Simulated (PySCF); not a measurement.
One of the candidates below gave these computed data.

All candidates are C4H6O2.

| technique | computed result |
| --- | --- |
| Rotational structure | rotational constants A, B, C: 7.364, 3.615, 2.589 GHz [PBE0-D3(BJ)/def2-SVP] |
| UV, strongest line | among the 10 lowest singlet transitions: S3 at 8.09 eV (153 nm, f = 0.153) [TDDFT wB97X-D/def2-SVPD] |
| Valence photoelectron | vertical ionisation energy: 10.34 eV [ΔSCF wB97X-D/def2-SVPD] |
| UV, first state | lowest singlet excitation: 5.85 eV (212 nm, f = 0.000) [TDDFT wB97X-D/def2-SVPD] |
| 13C NMR | chemical shifts (computed TMS as zero) by class: 171.8 (1 C), 70.3 (1 C), 28.9 (1 C), 27.7 (1 C) ppm [GIAO KT2/pcSseg-2] |
| Triplet | lowest triplet excitation (Tamm–Dancoff): 5.37 eV [TDA wB97X-D/def2-SVPD] |
| Dipole | 4.81 D [wB97X-D/def2-SVPD] |
| 1H NMR | chemical shifts (computed TMS as zero) by class: 4.17 (2 H), 2.16 (2 H), 2.09 (2 H) ppm [GIAO KT2/pcSseg-2] |
| NMR, other nuclei | isotropic shieldings of nuclei other than C and H, by class: -62 (1 O), 99 (1 O) ppm [GIAO KT2/pcSseg-2] |
| XPS | C1s 291.5, C1s 291.5, C1s 292.8, C1s 294.6, O1s 537.7, O1s 539.3 eV [ΔSCF SCAN, pcX-2 on the ionised atom, pcseg-1 elsewhere, spin-free X2C] |

The electronic properties come from PySCF, for the isolated species, density fitting. Levels stand in brackets. The structure is a single PBE0-D3(BJ)/def2-SVP conformer in the gas phase; no vibrational or solvent corrections. Each NMR value is the plain mean over a class of atoms that symmetry, rotation or inversion makes alike.

Question: Which candidate is it?
A. `C=C(C)C(=O)O` (methacrylic acid)
B. `O=C1CCCO1` (gamma-butyrolactone)
C. `CC(=O)C(C)=O` (2,3-butanedione)

Answer: B. It is `O=C1CCCO1`. Numbering: `[O:1]=[C:2]1[CH2:3][CH2:4][CH2:5][O:6]1`. Its formula, C4H6O2, gives 2 degrees of unsaturation: 1 ring and 1 π bond in the structure found. 4 carbons fall into 4 classes; from least to most shielded: ester carbonyl carbon [C2] (171.8 ppm), ring sp3 carbon bound to oxygen [C5] (70.3 ppm), sp3 carbon next to a carbonyl [C3] (28.9 ppm), ring CH2 carbon [C4] (27.7 ppm). Hydrogen classes from least to most shielded: 2 H on an sp3 carbon bound to oxygen, C5 (4.17 ppm), 2 H on an sp3 carbon next to a carbonyl, C3 (2.16 ppm), 2 H on a ring CH2 carbon, C4 (2.09 ppm). The other shieldings belong to: -62 ppm, ester carbonyl oxygen [O1]; 99 ppm, ester single-bonded oxygen [O6]. The core levels belong to: C1s 291.5 eV, sp3 carbon next to a carbonyl [C3]; C1s 291.5 eV, ring CH2 carbon [C4]; C1s 292.8 eV, sp3 carbon bound to oxygen [C5]; C1s 294.6 eV, ester carbonyl carbon [C2]; O1s 537.7 eV, ester carbonyl oxygen [O1]; O1s 539.3 eV, ester single-bonded oxygen [O6]. The first electron is taken from the HOMO, whose largest Löwdin shares are 0.63 on the ester carbonyl oxygen, 0.10 on the ester carbonyl carbon, 0.10 on the sp3 carbon next to a carbonyl and 0.09 on the ester single-bonded oxygen. The optimised geometry has point group C1 and is an asymmetric top.

The others, at the same levels:
- `CC(=O)C(C)=O` fails: it has 2 carbon classes against 4; its computed 13C shifts are 195.5 (2 C), 24.7 (2 C) ppm, 1H shifts are 2.23 (6 H) ppm and rotational constant A is 5.308 GHz (against 7.364 GHz).
- `C=C(C)C(=O)O` fails: its computed core binding energies are C1s 290.6, C1s 291.0, C1s 291.2, C1s 294.7, O1s 537.6, O1s 540.0 eV, rotational constant A is 5.393 GHz (against 7.364 GHz) and smallest rotational constant is 2.160 GHz (against 2.589 GHz).

Each candidate is one conformer, not necessarily the lowest. Dipoles, sizes and rotational constants follow the conformer. The torsions of the flexible species, by atom-mapped SMILES:
- `[CH3:1][C:2](=[O:3])[C:4]([CH3:5])=[O:6]`: C1–C2–C4–C5 180°
- `[CH2:1]=[C:2]([CH3:3])[C:4](=[O:5])[OH:6]`: C1–C2–C4–O5 180°, H–O6–C4–C2 180°

The conformers of `O=C1CCCO1` aren't listed.
